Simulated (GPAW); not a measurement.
WS2, a slab with vacuum:

```
W S
1.0
     3.18352    0.00000    0.00000
    -1.59176    2.75701    0.00000
     0.00000    0.00000   16.95058
W S
1 2
Direct
  0.00000 0.00000 0.00000
  0.33333 0.66667 0.09200
  0.33333 0.66667 0.90800
```

Base run:

```yaml
Program: GPAW 26.7.0
Functional: PBEsol
Potentials_or_basis: PAW data sets generated in the run's folder for this functional
Cutoff: 600 eV
Basis: pw
k_mesh: 8 × 8 × 2
Occupations: fermi-dirac, width 0.05 eV
Spin: no spin polarisation
```

Its results: band gap on the k mesh 2.05 eV, indirect (least direct gap 2.24 eV); largest force 0.119 eV/Å.

Q: The run is repeated on the same cell with these changes: functional from PBEsol to r2SCAN; potentials or basis from PAW data sets generated in the run's folder for this functional to GPAW PAW data sets (gpaw-data 1.2.1). What comes out?

A: Band gap on the k mesh 2.16 eV, indirect (least direct gap 2.39 eV); largest force 0.025 eV/Å.

Caveats: spin-orbit coupling is left out, which moves the levels of the heavy elements; the PAW data sets were made with another functional, which shifts forces and pressure a little (some runs).

A k mesh can miss the band edges.

Not every run made on this cell is shown here.
